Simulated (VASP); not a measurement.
Input of a VASP 6.6.1 run:

The input POSCAR:

```
Cs
1.0
    5.5659085693      0.0000000000      0.0000000000
   -2.7829542847      4.8202182162      0.0000000000
    0.0000000000      0.0000000000     18.5215751700
Cs
4
Direct
    0.0000000000      0.0000000000      0.0000000000
    0.3333333300      0.6666666700      0.2500000000
    0.0000000000      0.0000000000      0.5000000000
    0.6666666700      0.3333333300      0.7500000000
```

File INCAR.step1:

```
SYSTEM = Cs
  ALGO = Normal
  EDIFF = 1E-4
  ENCUT = 520
  GGA = PE
  ISMEAR = 0
  LASPH = .TRUE.
  LCHARG = .FALSE.
  LREAL = .FALSE.
  LWAVE = .TRUE.
  NBANDS = 26
  NELM = 100
  PREC = Accurate
  SIGMA = 0.1
```

The input INCAR.step2:

```
SYSTEM = Cs
  ALGO = Normal
  EDIFF = 1E-6
  ENCUT = 520
  ISIF = 2
  ISMEAR = 0
  ISTART = 1
  LASPH = .TRUE.
  LCHARG = .FALSE.
  LMIXTAU = .TRUE.
  LREAL = .FALSE.
  LWAVE = .FALSE.
  METAGGA = R2SCAN
  NBANDS = 26
  NELM = 100
  PREC = Accurate
  SIGMA = 0.1
```

The input KPOINTS:

```
k-points
0
G
  6 6 1
  0 0 0
```

Potentials or basis: VASP PAW PBE potentials, release 64 (Cs_sv).

The run is started by

```sh
$ cat potpaw_PBE.64/Cs_sv/POTCAR > POTCAR
$ cp INCAR.step1 INCAR
$ mpirun -np 1 vasp_std > vasp.out
$ cp INCAR.step2 INCAR
$ mpirun -np 1 vasp_std > vasp.out
```

Question: Predict the band gap on the k mesh.

Answer: None (metal or under the smearing width).

Question: What does it give for the pressure?

Answer: 0.0 GPa.

Stress tensor (GPa, compression positive):
```
 0.06  0.00  0.00
 0.00  0.06  0.00
 0.00  0.00 -0.14
```

Caveat: the PAW data sets were made with another functional, which shifts forces and pressure a little. Spin-orbit coupling is left out, which matters for the levels of Cs.
